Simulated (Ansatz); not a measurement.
## CuAu3 in Ansatz: the effect of functional

Crystal: CuAu3.

```
Au Cu
1.0
     3.95329    0.00000    0.00000
     0.00000    3.95329    0.00000
     0.00000    0.00000    3.95329
Au Cu
3 1
Direct
  0.50000 0.50000 0.00000
  0.50000 0.00000 0.50000
  0.00000 0.50000 0.50000
  0.00000 0.00000 0.00000
```

The cell isn't the ideal one: volume scaled by 0.98.

Alike in all runs:

| Property | Result |
| --- | --- |
| Program | Ansatz 0.2.0 |
| Task | single point |
| Potentials or basis | Ansatz PAW |
| k mesh | 7 × 7 × 7 |
| Occupations | fermi-dirac, width 0.05 eV |
| Spin | no spin polarisation |

| functional | cutoff | pressure (GPa) |
| --- | --- | --- |
| LDA | 420 eV (not typed: the program's choice for these potentials) | ? |
| PBEsol | 420 eV (not typed: the program's choice for these potentials) | 2.6 |
| r2SCAN | 500 eV (not typed: the program's choice for these potentials) | 7.2 |

Task: What does the run with functional LDA give?

Result: Pressure -2.5 GPa.

Caveats: the PAW data sets come from PBE, with cores solved anew for the run's functional, which leaves a small shift of forces and pressure.
